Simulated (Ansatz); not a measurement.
Crystal: Cu.

```xyz
1
Lattice="0.0000 1.8075 1.8075 1.8075 0.0000 1.8075 1.8075 1.8075 0.0000" Properties=species:S:1:pos:R:3 pbc="T T T"
Cu    0.0000    0.0000    0.0000
```

```yaml
Program: Ansatz 0.2.0
Task: relaxation of cell and atoms
Functional: PBEsol
Potentials_or_basis: all-electron LAPW, scalar-relativistic
Basis_error_allowed: 0.001 eV/atom
k_mesh: 13 × 13 × 13
Occupations: fermi-dirac, width 0.05 eV
Spin: no spin polarisation
```

At the start: volume 11.81 Å³/atom.

How do energy, volume and symmetry change on relaxing?

Over 5 steps the energy falls by 10.8 meV/atom and the volume is 11.31 Å³/atom (-4.3 %); space group Fm-3m (No. 225, to 0.05 Å).

The path:
| step | energy change (eV) | largest force (eV/Å) | volume (Å³) |
| --- | --- | --- | --- |
| 1 | 0.0000 | 0.0000 | 11.81 |
| 2 | -0.0083 | 0.0000 | 11.55 |
| 3 | -0.0108 | 0.0000 | 11.29 |
| 4 | -0.0108 | 0.0000 | 11.31 |
| 5 | -0.0108 | 0.0000 | 11.31 |

Final structure:
```yaml
crystal:
  lattice:
    - [0.00000, 1.78146, 1.78146]
    - [1.78146, 0.00000, 1.78146]
    - [1.78146, 1.78146, 0.00000]
  atoms:
    - { symbol: Cu, position: [0.00000, 0.00000, 0.00000] }
```
